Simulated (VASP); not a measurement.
# Zn (P6_3/mmc) in VASP: a series of runs, part 2 of 2

VASP 6.6.1. Earlier steps stand in the parts before.

**5. Relaxation of shape and atoms at fixed volume, r2SCAN**

INCAR

```
SYSTEM = Zn
  PREC = Accurate
  ENCUT = 600
  EDIFF = 1E-7
  ISMEAR = 1
  SIGMA = 0.1
  LREAL = .FALSE.
  LASPH = .TRUE.
  NELM = 80
  ALGO = Normal
  ISIF = 4
  LWAVE = .FALSE.
  LCHARG = .FALSE.
  METAGGA = R2SCAN
  LMIXTAU = .TRUE.
  IBRION = 2
  NSW = 40
  EDIFFG = -0.01
```

KPOINTS

```
regular mesh
0
G
  18 18 8
  0 0 0
```

POSCAR

```
Zn                                      
1.0
    2.5946953071      0.0000000000      0.0000000000
   -1.2973476536      2.2470720511      0.0000000000
    0.0000000000      0.0000000000      5.0285249550
  Zn            
     2
Direct
     0.3333333332999970    0.6666666667000030    0.2500000000000000
     0.6666666667000030    0.3333333332999970    0.7500000000000000
```

Potentials or basis: VASP PAW PBE potentials, release 64 (Zn).

Run with:

```sh
$ cat potpaw_PBE.64/Zn/POTCAR > POTCAR
$ mpirun -np 1 vasp_std > vasp.out
```

OUTCAR:

```text
SYSTEM = Zn
   PREC = Accurate
   ENCUT = 600
   EDIFF = 1E-7
   ISMEAR = 1
   LREAL = .FALSE.
   LASPH = .TRUE.
   NELM = 80
   ISIF = 4
   METAGGA = R2SCAN
   IBRION = 2
   NSW = 40
   EDIFFG = -0.01

 ion  position               nearest neighbor table
   1  0.333  0.667  0.250-   2 2.93   2 2.93   2 2.93   2 2.93   2 2.93   2 2.93
   2  0.667  0.333  0.750-   1 2.93   1 2.93   1 2.93   1 2.93   1 2.93   1 2.93

  LATTYP: Found a hexagonal cell.
 ALAT       =     2.5946953071
 C/A-ratio  =     1.9380021004

  Lattice vectors:

 A1 = (   2.5946953071,   0.0000000000,   0.0000000000)
 A2 = (  -1.2973476536,   2.2470720511,   0.0000000000)
 A3 = (   0.0000000000,   0.0000000000,   5.0285249550)

Analysis of symmetry for initial positions (statically):
=====================================================================
 Subroutine PRICEL returns:
 Original cell was already a primitive cell.

 Routine SETGRP: Setting up the symmetry group for a
 hexagonal supercell.

 Subroutine GETGRP returns: Found 24 space group operations
 (whereof 12 operations were pure point group operations)
 out of a pool of 24 trial point group operations.

The static configuration has the point symmetry D_3d.
 The point group associated with its full space group is D_6h.

Analysis of symmetry for dynamics (positions and initial velocities):
=====================================================================
 Subroutine PRICEL returns:
 Original cell was already a primitive cell.

 Routine SETGRP: Setting up the symmetry group for a
 hexagonal supercell.

 Subroutine GETGRP returns: Found 24 space group operations
 (whereof 12 operations were pure point group operations)
 out of a pool of 24 trial point group operations.

The dynamic configuration has the point symmetry D_3d.
 The point group associated with its full space group is D_6h.

 Subroutine INISYM returns: Found 24 space group operations
 (whereof 12 operations are pure point group operations),
 and found     1 'primitive' translations
[... 117 lines left out ...]
  Fermi-wavevector in a.u.,A,eV,Ry     =   1.531430  2.893984 31.909457  2.345279
  Thomas-Fermi vector in A             =   2.638776
   LORBIT       =      0    0 simple, 1 ext, 2 COOP (PROOUT), +10 PAW based schemes
   METAGGA = R2SCAN    functional components
   LHFCALC =     F    Hartree Fock is set to
   AEXX    =    0.0000 exact exchange contribution
   IVDW    =     0    specifies the selected vdW correction
   LEPSILON=     F    determine dielectric tensor
   LRPA    =     F    only Hartree local field effects (RPA)
 conjugate gradient relaxation of ions
 non-spin polarized calculation
 Methfessel and Paxton  Order N= 1 SIGMA  =   0.10
  energy-cutoff  :      600.00
  volume of cell :       29.32
 maximum number of plane-waves:       998
 NGX is ok and might be reduce to    24
   NGX = 11   NGY = 11   NGZ = 21

 number of electron      24.0000030 magnetization

 Free energy of the ion-electron system (eV)
  ---------------------------------------------------
  ext. energy  EPLUGINS =         0.00000000
  ---------------------------------------------------
  free energy    TOTEN  =       -17.80349364 eV

  energy without entropy =      -17.80344949  energy(sigma->0) =      -17.80347892

 E-fermi :   3.2461     XC(G=0): -12.8283

 val. band max:        3.2382757687   @ k =   0.3333   0.1111   0.0000
 cond. band min:       3.2866770854   @ k =   0.0556   0.0556   0.2500
 fundamental gap:      0.0484013167
 Fermi energy:         3.2461143531

 k-point     1 :       0.0000    0.0000    0.0000
  band No.  band energies     occupation
      1      -7.9360      2.00000
      2      -6.0191      2.00000
      3      -5.1815      2.00000
      4      -4.8740      2.00000
      5      -4.8739      2.00000
      6      -4.8296      2.00000
[... 433 lines left out ...]
      3      -5.3676      2.00000
      4      -4.9144      2.00000
      5      -4.7051      2.00000
      6      -4.6957      2.00000
[... 8 lines left out ...]
     15       9.0728      0.00000
     16      10.5530      0.00000

 [... further k-points ...]

------------------------ aborting loop because EDIFF is reached ----------------------------------------

  FORCE on cell =-STRESS in cart. coord.  units (eV):
  Direction    XX          YY          ZZ          XY          YZ          ZX
  --------------------------------------------------------------------------------------
  -------------------------------------------------------------------------------------
  Total       -0.0058631     -0.0058631      0.0076746      0.0000000     -0.0000000      0.0000000
  in kB       -0.3204011     -0.3204011      0.4193922      0.0000000     -0.0000000      0.0000000
  external PRESSURE =      -0.0738033 kB  Pullay stress =       0.0000000 kB

 VOLUME and BASIS-vectors are now :
 -----------------------------------------------------------------------------
  energy-cutoff  :      600.00
  volume of cell :       29.32
      direct lattice vectors                 reciprocal lattice vectors
     2.594695307  0.000000000  0.000000000     0.385401707  0.222511779  0.000000000
    -1.297347654  2.247072051  0.000000000     0.000000000  0.445023558  0.000000000
     0.000000000  0.000000000  5.028524955     0.000000000  0.000000000  0.198865474

 POSITION                                       TOTAL-FORCE (eV/Angst)
 -----------------------------------------------------------------------------------
     -0.00000      1.49805      1.25713        -0.000000     -0.000000      0.000000
      1.29735      0.74902      3.77139         0.000000      0.000000      0.000000
 -----------------------------------------------------------------------------------
    total drift:                               -0.000000      0.000000     -0.000000

  FREE ENERGIE OF THE ION-ELECTRON SYSTEM (eV)
  ---------------------------------------------------
  free  energy   TOTEN  =       -17.8034936423 eV

  energy  without entropy=      -17.8034494892  energy(sigma->0) =      -17.80347892

 reached required accuracy - stopping structural energy minimisation
```

OSZICAR:

```text
N       E                     dE             d eps       ncg     rms          rms(c)
DAV:   1     0.844005642173E+02    0.84401E+02   -0.14393E+04  6056   0.271E+03
DAV:   2    -0.176790605209E+02   -0.10208E+03   -0.10057E+03  6040   0.324E+02
DAV:   3    -0.208357307457E+02   -0.31567E+01   -0.31525E+01  7176   0.700E+01
[... 13 lines left out ...]
DAV:  17    -0.178034995479E+02   -0.18848E-04   -0.18246E-05  6144   0.308E-02    0.736E-03
DAV:  18    -0.178034931898E+02    0.63581E-05   -0.32120E-06  6464   0.282E-02    0.405E-04
DAV:  19    -0.178034937876E+02   -0.59783E-06   -0.44387E-08  4512   0.233E-03    0.260E-04
DAV:  20    -0.178034935114E+02    0.27618E-06   -0.22031E-08  3448   0.258E-03    0.470E-04
DAV:  21    -0.178034937162E+02   -0.20474E-06   -0.28188E-08  3200   0.253E-03    0.130E-04
DAV:  22    -0.178034936423E+02    0.73886E-07   -0.16723E-08  3160   0.108E-03
   1 F= -.17803494E+02 E0= -.17803479E+02  d E =-.178035E+02
```

Wall time 6.8 min (1 thread of AMD EPYC 9R45 (Zen 5), shared host); peak memory 0.2 GiB.

What came out:

| Quantity | Value |
| --- | --- |
| Free energy | -17.8035 eV |
| Pressure after relaxing | 0.0 GPa |
| Band gap on the k mesh | none (metal or under the smearing width) |

Final structure:
```
Zn
1.0
     2.59470    0.00000    0.00000
    -1.29735    2.24707    0.00000
     0.00000    0.00000    5.02852
Zn
2
Direct
  0.33333 0.66667 0.25000
  0.66667 0.33333 0.75000
```

Caveat: the relaxation stopped at its first step, so nothing moved; the PAW data sets were made with another functional, which shifts forces and pressure a little.

**6. The runs side by side**

| cell | gap on the mesh (eV) | pressure (GPa) |
| --- | --- | --- |
| atoms relaxed at fixed volume from: a relaxed cell with its volume scaled by 0.94 | none | 4.4 |
| atoms relaxed at fixed volume from: a relaxed cell with its volume scaled by 0.96 | none | 2.4 |
| atoms relaxed at fixed volume from: a relaxed cell with its volume scaled by 0.98 | none | 0.7 |
| atoms relaxed at fixed volume | none | 0.0 |

Alike in all rows: task relaxation of shape and atoms at fixed volume; level r2SCAN; potentials or basis VASP PAW PBE potentials, release 64 (Zn); no spin polarisation; k mesh 18 × 18 × 8; cutoff (eV) 600; smearing methfessel-paxton 0.1 eV.

Caveats: the PAW data sets were made with another functional, which shifts forces and pressure a little; the relaxation stopped at its first step, so nothing moved (some runs).

Absolute energies hang on the potentials; compare differences alone.
